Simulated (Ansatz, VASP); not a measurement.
TaSi2 in VASP and in Ansatz

Contents of INCAR:

```
SYSTEM = TaSi2
ALGO     = Normal         ! electronic algorithm
EDIFF    = 1E-6           ! SCF threshold, eV
ENCUT    = 520            ! plane-wave cutoff, eV
GGA      = PE             ! functional
ISIF     = 2              ! what is computed and relaxed
ISMEAR   = 0              ! smearing method
LASPH    = .True.         ! aspherical terms in the spheres
LCHARG   = .True.         ! write CHGCAR
LELF     = .True.         ! ELF
LREAL    = .False.        ! projectors in reciprocal space
LVHAR    = .True.       
LWAVE    = .False.        ! write WAVECAR
NBANDS   = 38             ! bands
NELM     = 80             ! most SCF steps
PREC     = Accurate       ! precision mode
SIGMA    = 0.011          ! smearing width, eV
```

KPOINTS

```
k-points
0
Gamma
  7 7 4
  0 0 0
```

Contents of POSCAR:

```
TaSi2
1.0
    4.7800000000      0.0000000000      0.0000000000
   -2.3900000000      4.1396014301      0.0000000000
    0.0000000000      0.0000000000      6.5640000000
Ta Si
3 6
Direct
    0.0000000000      0.5000000000      0.1666666667
    0.5000000000      0.5000000000      0.8333333333
    0.5000000000      0.0000000000      0.5000000000
    0.3333000000      0.1666500000      0.1666666667
    0.1666500000      0.8333500000      0.8333333333
    0.8333500000      0.6667000000      0.5000000000
    0.6667000000      0.8333500000      0.1666666667
    0.8333500000      0.1666500000      0.8333333333
    0.1666500000      0.3333000000      0.5000000000
```

The input input.yaml:

```yaml
crystal:
  lattice:
    - [4.78, 0.0, 0.0]
    - [-2.39, 4.1396014301, 0.0]
    - [0.0, 0.0, 6.564]
  atoms:
    - { symbol: Ta, position: [0.0, 0.5, 0.1666666667] }
    - { symbol: Ta, position: [0.5, 0.5, 0.8333333333] }
    - { symbol: Ta, position: [0.5, 0.0, 0.5] }
    - { symbol: Si, position: [0.3333, 0.16665, 0.1666666667] }
    - { symbol: Si, position: [0.16665, 0.83335, 0.8333333333] }
    - { symbol: Si, position: [0.83335, 0.6667, 0.5] }
    - { symbol: Si, position: [0.6667, 0.83335, 0.1666666667] }
    - { symbol: Si, position: [0.83335, 0.16665, 0.8333333333] }
    - { symbol: Si, position: [0.16665, 0.3333, 0.5] }
hamiltonian:
  xc: pbe
  pseudopotentials: { kind: paw }
kpoints:
  mp_grid: { grid: [7, 7, 4] }
scf:
  occupations: { method: gaussian, width: 0.011 }
output:
  forces: true
  stress: true
  eigenvalues: true
  write_density: true
  write_potential: true
  elf: true
  volumetric_format: npy
```

Alike in both runs: task single point; functional PBE; k mesh 7 × 7 × 4; occupations gaussian, width 0.011 eV; no spin polarisation.

|  | VASP | Ansatz |
| --- | --- | --- |
| version | VASP 6.6.1 | Ansatz 0.2.0 |
| potentials or method | VASP PAW PBE potentials, release 64 (Ta_pv, Si) | Ansatz PAW |
| plane-wave cutoff (eV) | 520 | 420 |
| valence electrons in the cell | 57 | 63 |

Ansatz gave:

| Item | Value |
| --- | --- |
| gap on the k mesh at the Fermi level (eV) | none |
| pressure (GPa) | 3.5 |
| largest component of the traceless stress (GPa) | 1.75 |
| rms of the force components (eV/Å) | 0.384 |

Estimate VASP's values.

gap on the k mesh at the Fermi level (eV): none; pressure (GPa): 3.6; largest component of the traceless stress (GPa): 1.77; rms of the force components (eV/Å): 0.386.

Atom by atom the forces differ by 0.002 eV/Å (rms over components). A gap of «none» marks a metal or a gap that the smearing closes. The two sets of potentials don't hold the same shells in valence.

Caveats: the cell's inner coordinates are idealised or old, which leaves forces on the atoms. Spin-orbit coupling is left out, which matters for the levels of Ta.
